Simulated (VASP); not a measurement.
# Sm (I4/mmm) in VASP: a series of runs, part 2 of 2

VASP 6.6.1. The steps go on from the part before.

## (3) Single point, PBE, collinear spin, ferromagnetic start

File INCAR:

```
SYSTEM = Sm
PREC = Accurate
ENCUT = 460
EDIFF = 1E-6
ISMEAR = 1
SIGMA = 0.2
LREAL = .False.
LASPH = .True.
NELM = 100
ALGO = Normal
ISIF = 2
LWAVE = .False.
LCHARG = .False.
ISPIN = 2
MAGMOM = 5
LORBIT = 11
LMAXMIX = 6
GGA = PE
ADDGRID = .False.
```

File KPOINTS:

```
regular mesh
0
Gamma
  5 5 5
  0 0 0
```

File POSCAR:

```
Sm
1.0
   -1.8424340000      1.8281900000      2.5309280000
    1.8521830000     -1.8921630000      2.5832430000
    1.7732950000      1.8230240000     -2.5763240000
Sm
1
Direct
    0.0008670000     -0.0165060000      0.0081580000
```

Potentials or basis: VASP PAW PBE potentials, release 64 (Sm).

On the command line:

```
> cat potpaw_PBE.64/Sm/POTCAR > POTCAR
> mpirun -np 1 vasp_std > vasp.out
```

OUTCAR:

```text
SYSTEM = Sm
   PREC = Accurate
   ENCUT = 460
   EDIFF = 1E-6
   ISMEAR = 1
   LREAL = .False.
   LASPH = .True.
   NELM = 100
   ISIF = 2
   ISPIN = 2
   LORBIT = 11
   GGA = PE

 Found     63 irreducible k-points:

 Following reciprocal coordinates:
            Coordinates               Weight
  0.000000  0.000000  0.000000      1.000000
  0.200000  0.000000  0.000000      2.000000
  0.400000 -0.000000  0.000000      2.000000
  0.000000  0.200000 -0.000000      2.000000
  0.200000  0.200000 -0.000000      2.000000
  0.400000  0.200000  0.000000      2.000000
   k-points           NKPTS =     63   k-points in BZ     NKDIM =     63   number of bands    NBANDS=     15
   number of dos      NEDOS =    301   number of ions     NIONS =      1
   total plane-waves  NPLWV =  21952
[... 302 lines left out ...]
  Total        0.6110913      0.5502378      0.5979528      0.0542688      0.1188502     -0.0110544
  in kB       28.9397323     26.0578634     28.3175254      2.5700313      5.6284440     -0.5235082
  external PRESSURE =      27.7717070 kB  Pullay stress =       0.0000000 kB

 VOLUME and BASIS-vectors are now :
 -----------------------------------------------------------------------------
  energy-cutoff  :      460.00
  volume of cell :       33.83
      direct lattice vectors                 reciprocal lattice vectors
    -1.842434000  1.828190000  2.530928000     0.004892204  0.276448139  0.198983867
     1.852183000 -1.892163000  2.583243000     0.275599134  0.007644485  0.195105370
     1.773295000  1.823024000 -2.576324000     0.281145287  0.279242012  0.002957090

 POSITION                                       TOTAL-FORCE (eV/Angst)
 -----------------------------------------------------------------------------------
      1.83448     -1.84447      2.52178         0.000000      0.000000      0.000000
 -----------------------------------------------------------------------------------
    total drift:                               -0.000001     -0.000003      0.000002

  FREE ENERGIE OF THE ION-ELECTRON SYSTEM (eV)
  ---------------------------------------------------
  free  energy   TOTEN  =        -9.2869578734 eV

  energy  without entropy=       -9.2704927535  energy(sigma->0) =       -9.28146950

 total charge

# of ion       s       p       d       f       tot
--------------------------------------------------
    1        2.079   5.613   0.462   5.525  13.679

 magnetization (x)

# of ion       s       p       d       f       tot
--------------------------------------------------
    1        0.001  -0.051   0.311   5.520   5.781
```

Run time: 95 s. Hardware: 1 thread of Intel Xeon Platinum 8488C (Sapphire Rapids), shared host; peak memory 0.21 GiB.

The run converged, but some of its settings lie outside the range that counts as converged, so its numbers aren't taken as properties of the crystal.

Results:

```yaml
Free_energy: -9.2870 eV
Pressure: 2.8 GPa
Band_gap_on_the_k_mesh: none (metal or under the smearing width)
Net_moment: 6.76 μB per cell
Site_moments: Sm +5.78 μB
Valence_electrons_inside_the_program's_atomic_spheres: Sm 13.68
```

Caveat: the k mesh is coarse (spacing up to 0.50 Å⁻¹), so the values aren't converged; the magnetic or orbital state may not be the lowest; spin-orbit coupling is left out, which moves the levels of the heavy elements.

## (4) Single point, PBE, collinear spin, ferromagnetic start

Edit INCAR of step 3 so:

```diff
@@ -5,3 +5,3 @@
 ISMEAR = 1
-SIGMA = 0.2
+SIGMA = 0.4
 LREAL = .False.
```

KPOINTS is that of step 3.

File POSCAR:

```
Sm
1.0
   -1.8173030691      1.8173030691      2.5609871902
    1.8173030691     -1.8173030691      2.5609871902
    1.8173030691      1.8173030691     -2.5609871902
Sm
1
Direct
    0.0000000000      0.0000000000      0.0000000000
```

On the command line:

```
> cat potpaw_PBE.64/Sm/POTCAR > POTCAR
> mpirun -np 1 vasp_std > vasp.out
```

It took 27 s on 1 thread of Intel Xeon Platinum 8488C (Sapphire Rapids), shared host; peak memory 0.18 GiB.

The run converged, but some of its settings lie outside the range that counts as converged, so its numbers aren't taken as properties of the crystal.

What came out:

| Property | Result |
| --- | --- |
| Free energy | -9.2987 eV |
| Pressure | 2.3 GPa |
| Band gap on the k mesh | none (metal or under the smearing width) |
| Net moment | 6.56 μB per cell |
| Site moments | Sm +5.71 μB |
| Valence electrons inside the program's atomic spheres | Sm 13.66 |

Caveat: the k mesh is coarse (spacing up to 0.49 Å⁻¹), so the values aren't converged; the magnetic or orbital state may not be the lowest; spin-orbit coupling is left out, which moves the levels of the heavy elements.

## (5) Single point, PBE, collinear spin, ferromagnetic start

INCAR is that of step 4.

KPOINTS is that of step 4.

File POSCAR:

```
Sm
1.0
   -1.8424340000      1.8281900000      2.5309280000
    1.8521830000     -1.8921630000      2.5832430000
    1.7732950000      1.8230240000     -2.5763240000
Sm
1
Direct
    0.0008670000     -0.0165060000      0.0081580000
```

On the command line:

```
> cat potpaw_PBE.64/Sm/POTCAR > POTCAR
> mpirun -np 1 vasp_std > vasp.out
```

Run time: 72 s. Hardware: 1 thread of Intel Xeon Platinum 8488C (Sapphire Rapids), shared host; peak memory 0.21 GiB.

These settings aren't checked as converged: the numbers below hold their error.

Results:

- Free energy: -9.2964 eV
- Pressure: 2.3 GPa
- Band gap on the k mesh: none (metal or under the smearing width)
- Net moment: 6.56 μB per cell
- Site moments: Sm +5.71 μB
- Valence electrons inside the program's atomic spheres: Sm 13.66

Caveat: the k mesh is coarse (spacing up to 0.50 Å⁻¹), so the values aren't converged; the magnetic or orbital state may not be the lowest; spin-orbit coupling is left out, which moves the levels of the heavy elements.

## (6) Single point, PBE, collinear spin, ferromagnetic start

Edit INCAR of step 5 so:

```diff
@@ -5,3 +5,3 @@
 ISMEAR = 1
-SIGMA = 0.4
+SIGMA = 0.1
 LREAL = .False.
```

KPOINTS is that of step 5.

File POSCAR:

```
Sm
1.0
   -1.8173030691      1.8173030691      2.5609871902
    1.8173030691     -1.8173030691      2.5609871902
    1.8173030691      1.8173030691     -2.5609871902
Sm
1
Direct
    0.0000000000      0.0000000000      0.0000000000
```

Potentials or basis: VASP PAW PBE potentials, release 64 (Sm).

On the command line:

```
> cat potpaw_PBE.64/Sm/POTCAR > POTCAR
> mpirun -np 1 vasp_std > vasp.out
```

Wall time 27 s (1 thread of Intel Xeon Platinum 8488C (Sapphire Rapids), shared host); peak memory 0.18 GiB.

These settings aren't checked as converged: the numbers below hold their error.

What came out:

| Property | Result |
| --- | --- |
| Free energy | -9.2818 eV |
| Pressure | 2.7 GPa |
| Band gap on the k mesh | none (metal or under the smearing width) |
| Net moment | 6.77 μB per cell |
| Site moments | Sm +5.78 μB |
| Valence electrons inside the program's atomic spheres | Sm 13.68 |

Caveat: the k mesh is coarse (spacing up to 0.49 Å⁻¹), so the values aren't converged; the magnetic or orbital state may not be the lowest; spin-orbit coupling is left out, which moves the levels of the heavy elements.

## (7) The reference run

An earlier run on the cell as given: functional PBE; potentials or basis VASP PAW PBE potentials, release 64 (Sm); cutoff 520 eV; k mesh 10 × 10 × 10; occupations fermi-dirac, width 0.05 eV; collinear spin, ferromagnetic start; starting moments [5.0] μB.

* Pressure: 2.8 GPa
* Band gap on the k mesh: none (metal or under the smearing width)
* Net moment: 6.56 μB per cell
* Site moments: Sm +5.71 μB
* Valence electrons inside the program's atomic spheres: Sm 13.66
